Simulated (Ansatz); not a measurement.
Here is an Ansatz 0.2.0 calculation.

File input.yaml:

```yaml
crystal:
  lattice:
    - [4.0919516368, 0.0, 0.0]
    - [-2.0459758184, 3.5437340685, 0.0]
    - [0.0, 0.0, 4.9927787]
  atoms:
    - { symbol: Cu, position: [0.6666666667, 0.3333333333, 0.16048787] }
    - { symbol: Cu, position: [0.3333333333, 0.6666666667, 0.83951213] }
    - { symbol: Al, position: [0.6666666667, 0.3333333333, 0.65007465] }
    - { symbol: Al, position: [0.3333333333, 0.6666666667, 0.34992535] }
    - { symbol: Al, position: [0.0, 0.0, 0.0] }
hamiltonian:
  xc: blyp
  pseudopotentials: { kind: paw }
kpoints:
  mp_grid: { grid: [8, 8, 6] }
scf:
  occupations: { method: fermi_dirac, width: 0.05 }
output:
  forces: true
  stress: true
  eigenvalues: true
relax:
  f_tol: 0.01
  max_steps: 40
  cell: { stress_tol: 0.05 }
```

Potentials or basis: Ansatz PAW.

Launch:

```sh
$ ansatz run input.yaml --threads 2 --pin off --max-ram 5632MiB --backend cpu --events-out ev --progress --plain --runs-dir out
```

Question: Predict the relaxed volume.

Answer: 15.66 Å³/atom.

Question: What does it give for the relaxed cell?

Answer: a = 4.188 Å, b = 4.188 Å, c = 5.155 Å, α = 90.00°, β = 90.00°, γ = 120.00°.

Question: Predict the space group after relaxing (to 0.05 Å).

Answer: P-3m1 (No. 164).

Question: What does it give for the band gap on the k mesh?

Answer: None (metal or under the smearing width).

Final structure:
```yaml
crystal:
  lattice:
    - [4.18808, 0.00000, 0.00000]
    - [-2.09404, 3.62698, 0.00000]
    - [0.00000, 0.00000, 5.15453]
  atoms:
    - { symbol: Cu, position: [0.66667, 0.33333, 0.17255] }
    - { symbol: Cu, position: [0.33333, 0.66667, 0.82745] }
    - { symbol: Al, position: [0.66667, 0.33333, 0.65274] }
    - { symbol: Al, position: [0.33333, 0.66667, 0.34726] }
    - { symbol: Al, position: [0.00000, 0.00000, 0.00000] }
```

Caveat: the PAW data sets come from PBE, with cores solved anew for the run's functional, which leaves a small shift of forces and pressure.
